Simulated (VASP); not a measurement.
Input of a VASP 6.6.1 run:

Contents of INCAR:

```
SYSTEM = BN
ALGO = Normal
EDIFF = 1E-6
ENCUT = 600
GGA = BF
ISIF = 2
ISMEAR = 0
LASPH = .True.
LCHARG = .True.
LELF = .True.
LREAL = .False.
LUSE_VDW = .True.
LWAVE = .False.
NELM = 100
PREC = Accurate
SIGMA = 0.05
ZAB_VDW = -1.8867
```

File KPOINTS:

```
k-points
0
Gamma
  12 12 4
  0 0 0
```

The input POSCAR:

```
BN
1.0
    2.4982400000      0.0000000000      0.0000000000
   -1.2491200000      2.1635393048      0.0000000000
    0.0000000000      0.0000000000      6.6357000000
N B
2 2
Cartesian
    1.2491200001      0.7211797682      1.6589250000
   -0.0000000001      1.4423595366      4.9767750000
    1.2491200001      0.7211797682      4.9767750000
   -0.0000000001      1.4423595366      1.6589250000
```

Potentials or basis: VASP PAW PBE potentials, release 64 (N_GW, B_GW).

Command:

```sh
$ cat potpaw_PBE.64/N_GW/POTCAR potpaw_PBE.64/B_GW/POTCAR > POTCAR
$ mpirun -np 1 vasp_std > vasp.out
```

Estimate the pressure.

4.4 GPa.

Predict the band gap on the k mesh.

4.51 eV, indirect (least direct gap 4.86 eV).

Stress tensor (GPa, compression positive):
```
5.63 0.00 0.00
0.00 5.63 0.00
0.00 0.00 1.88
```

Caveat: the PAW data sets were made with another functional, which shifts forces and pressure a little. A k mesh can miss the band edges.
